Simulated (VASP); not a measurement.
Set up this calculation in VASP 6.6.1, as the native input.

```yaml
Task: relaxation of cell and atoms
Functional: PBE
Potentials_or_basis: VASP PAW PBE potentials, release 64 (Ge_d, N)
Cutoff: 520 eV
k_mesh: 6 × 6 × 6
Occupations: gaussian, width 0.1 eV
Spin: no spin polarisation
Further_INCAR_settings: ALGO = Normal; EDIFF = 1e-07; IBRION = 2; POTIM = 0.3; EDIFFG = -0.005; NSW = 60; ISIF = 3
```

The structure of Ge3N4 lies in POSCAR:

```
Ge3N4                                   
1.0
   -0.0000000000      4.1560918376      4.1560918376
    4.1560918376     -0.0000000000      4.1560918376
    4.1560918376      4.1560918376      0.0000000000
  Ge              N             
     6     8
Direct
     0.1250000000000000    0.1250000000000000    0.1250000000000000
     0.6250000000000000    0.1250000000000000    0.1250000000000000
     0.1250000000000000    0.1250000000000000    0.6250000000000000
     0.1250000000000000    0.6250000000000000    0.1250000000000000
     0.5000000000000000    0.5000000000000000    0.5000000000000000
     0.7500000000000000    0.7500000000000000    0.7500000000000000
     0.8831853474214145    0.8831853474214145    0.8831853474214145
     0.8995560422642362    0.3668146525785855    0.3668146525785855
     0.8831853474214145    0.8831853474214145    0.3504439577357636
     0.3668146525785855    0.8995560422642362    0.3668146525785855
     0.3504439577357636    0.8831853474214145    0.8831853474214145
     0.3668146525785855    0.3668146525785855    0.3668146525785855
     0.8831853474214145    0.3504439577357636    0.8831853474214145
     0.3668146525785855    0.3668146525785855    0.8995560422642362
```

These files were run (other wordings do the same):

INCAR

```
SYSTEM = Ge3N4
  PREC = Accurate
  ENCUT = 520
  EDIFF = 1E-7
  ISMEAR = 0
  SIGMA = 0.1
  LREAL = .False.
  LASPH = .True.
  NELM = 120
  ALGO = Normal
  ISIF = 3
  LWAVE = .False.
  LCHARG = .False.
  GGA = PE
  IBRION = 2
  NSW = 60
  EDIFFG = -0.005
  POTIM = 0.3
  KPAR = 4
```

KPOINTS

```
Automatic mesh
0
Gamma
  6 6 6
  0 0 0
```

Potentials or basis: VASP PAW PBE potentials, release 64 (Ge_d, N).

Command:

```console
$ cat potpaw_PBE.64/Ge_d/POTCAR potpaw_PBE.64/N/POTCAR > POTCAR
$ mpirun -np 4 vasp_std > vasp.out
```

It gave:

```json
{"Pressure after relaxing": "0.0 GPa", "Largest force after relaxing": "0.005 eV/Å", "Band gap on the k mesh": "1.90 eV, direct"}
```

Caveat: the relaxation stopped at its first step, so nothing moved.

Run time: 78 s on 4 MPI ranks on Intel(R) Xeon(R) Platinum 8559C (Emerald Rapids), on a shared host, peak memory 0.38 GiB a rank.
